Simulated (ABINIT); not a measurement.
Runs of ABINIT 10.8.3 (patched build) on As. The structure is trigonal, space group R-3m (No. 166). Conventional cell: a = 3.762 Å, b = 3.762 Å, c = 10.542 Å, α = 90.00°, β = 90.00°, γ = 120.00°. Around As (site symmetry 3m) lie 3 As at 2.51 Å. 

```tsv
task	level	potentials or basis	cell	k mesh	cutoff (eV)	fine-grid cutoff	cell freedom (optcell)	cutoff smearing ecutsm (Ha)	optimiser (ionmov)	force stop (Ha/bohr)	gap on the mesh (eV)	pressure (GPa)	relaxed volume (Å³/atom)	largest force (eV/Å)
single point	PBE	JTH PAW PBE v2.0	as given	9 × 9 × 9	408	816.342 eV	-	-	-	-	none	3.8	-	(b)
relaxation of cell and atoms	LDA	JTH PAW LDA v2.0	relaxed	9 × 9 × 9	408	816.342 eV	2	0.5	2	0.0005	0.09	0.0	(a)	-
single point	PBE	PseudoDojo NC SR PBE v0.4.1 standard	as given	7 × 7 × 7	1088	-	-	-	-	-	none	3.5	-	0.40
relaxation of cell and atoms	PBEsol	JTH PAW PBE v2.0	relaxed	9 × 9 × 9	408	816.342 eV	2	0.5	2	0.0005	0.09	0.0	20.88	0.01
```

Alike in all rows: no spin polarisation; smearing fermi-dirac 0.05 eV.

Q: Estimate the missing entries.

A: (a) 20.41; (b) 0.45.

Caveats: an odd mesh through Γ misses points on the zone boundary, where band edges often lie (some runs); the PAW data sets were made with another functional, which shifts forces and pressure a little (some runs).

A k mesh can miss the band edges, and the runs leave out spin-orbit coupling on As.

A gap of «none» marks a metal or a gap under the smearing width.

Not every run made on this cell is shown here.
